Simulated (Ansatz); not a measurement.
Runs of Ansatz 0.2.0 on Bi. Symmetry: Im-3m, No. 229, cubic system. The conventional cell has a = 3.963 Å, b = 3.963 Å, c = 3.963 Å, α = 90.00°, β = 90.00°, γ = 90.00°. Bi (site symmetry m-3m) has 8 Bi at 3.43 Å as nearest neighbours. This isn't the form of Bi at room conditions, which is rhombohedral.

| task | level | cell | k mesh | cutoff (eV) | smearing | mesh quality | gap on the mesh (eV) | pressure (GPa) | relaxed volume (Å³/atom) |
| --- | --- | --- | --- | --- | --- | --- | --- | --- | --- |
| density of states | B3LYP | as given | 5 × 5 × 5 | 420 | methfessel-paxton 0.2 eV | coarse | none | - | - |
| projected density of states | r2SCAN | as given | 5 × 5 × 5 | 500 | fermi-dirac 0.05 eV | coarse | none | -0.6 | - |
| relaxation of cell and atoms | PBEsol0 | relaxed | 5 × 5 × 5 | 420 | fermi-dirac 0.05 eV | coarse | none | - | 29.03 |
| relaxation of cell and atoms | HSE06 | relaxed | 5 × 5 × 5 | 420 | fermi-dirac 0.05 eV | coarse | none | - | (a) |
| relaxation of cell and atoms | PBEsol+D4 | relaxed | 9 × 9 × 9 | 420 | fermi-dirac 0.05 eV | not flagged | none | 0.0 | 29.17 |

Alike in all rows: potentials or basis Ansatz PAW; no spin polarisation.

Task: Estimate the missing entries.

Result: (a) 30.02.

Caveats: some runs use coarse meshes; spin-orbit coupling is left out, which moves the levels of the heavy elements; the PAW data sets come from PBE, with cores solved anew for the run's functional, which leaves a small shift of forces and pressure; the plane-wave basis is chosen anew once the cell has moved, so the energies of steps on either side of that aren't comparable (some runs); the density of states is complete only up to the lowest level of the last band computed (some runs); the potentials were made for another functional, which shifts forces and pressure (some runs); pairwise dispersion overbinds metals, which lowers pressure and volume (some runs).

A k mesh can miss the band edges, and the runs leave out spin-orbit coupling on Bi.

A gap of «none» marks a metal or a gap under the smearing width.

Not every run made on this cell is shown here.
